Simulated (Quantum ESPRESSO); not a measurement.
NiO:

```
CELL_PARAMETERS angstrom
0.00000 2.08590 2.08590
2.08590 0.00000 2.08590
2.08590 2.08590 0.00000
ATOMIC_POSITIONS crystal
Ni 0.00000 0.00000 0.00000
O 0.50000 0.50000 0.50000
```

Base run:

```yaml
Program: Quantum ESPRESSO 7.5
Functional: PBEsol
Potentials_or_basis: PseudoDojo 0.4.1 SR PBEsol standard
Cutoff: 1333 eV
Density_cutoff: 5333 eV
k_mesh: 11 × 11 × 11
Occupations: fermi-dirac, width 0.05 eV
Spin: collinear spin, ferromagnetic start
Starting_moments: "[1.0, 0.0] μB"
```

Its results: band gap on the k mesh none (metal or under the smearing width); pressure -12.3 GPa; net moment 0.00 μB per cell.

Question: The run is repeated on the same cell with these changes: k mesh from 11 × 11 × 11 to 7 × 7 × 7. What comes out?

Answer: Band gap on the k mesh none (metal or under the smearing width); pressure -11.6 GPa; net moment 0.78 μB per cell; site moments Ni +0.65; O +0.10 μB.

Caveats: some runs use coarse meshes; semilocal functionals often make such compounds metallic where correlation or magnetic order opens a gap, which also shifts bond lengths; a cell with one magnetic atom can't hold antiferromagnetic order, which such compounds often take (some runs).

Not every run made on this cell is shown here.
